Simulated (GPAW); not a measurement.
# Au in GPAW: the effect of strain biaxial xy

Crystal: Au.

```
CELL_PARAMETERS angstrom
0.00000 1.95360 2.03500
1.95360 0.00000 2.03500
1.95360 1.95360 0.00000
ATOMIC_POSITIONS crystal
Au 0.00000 0.00000 0.00000
```

Alike in all runs:

* Program: GPAW 26.7.0
* Task: single point
* Functional: PBEsol
* Potentials or basis: PAW data sets generated in the run's folder for this functional
* Cutoff: 600 eV
* Basis: pw
* k mesh: 11 × 11 × 11
* Occupations: fermi-dirac, width 0.05 eV
* Spin: no spin polarisation
* Maxiter: 150

| strain biaxial xy | pressure (GPa) |
| --- | --- |
| -0.04 | 25.2 |
| -0.02 | ? |
| -0.01 | 8.9 |
| 0 | 4.7 |
| 0.01 | 0.9 |
| 0.02 | -2.4 |
| 0.04 | -7.8 |

**Question.** What does the run with strain biaxial xy -0.02 give?

**Answer.** Pressure 13.7 GPa.

Worked out: A parabola through the other rows of the pressure, of slope -511 GPa per unit of strain biaxial xy there, gives 13.9 GPa, against the run's 13.7.

Caveats: with this Au data set, volumes or pressures lay over 1.5 % or 2 GPa off other programs in two to four cells of ten; the density grid can change from cell to cell, which puts small steps into energies and stress.

Runs at the PBE level aren't shown here.
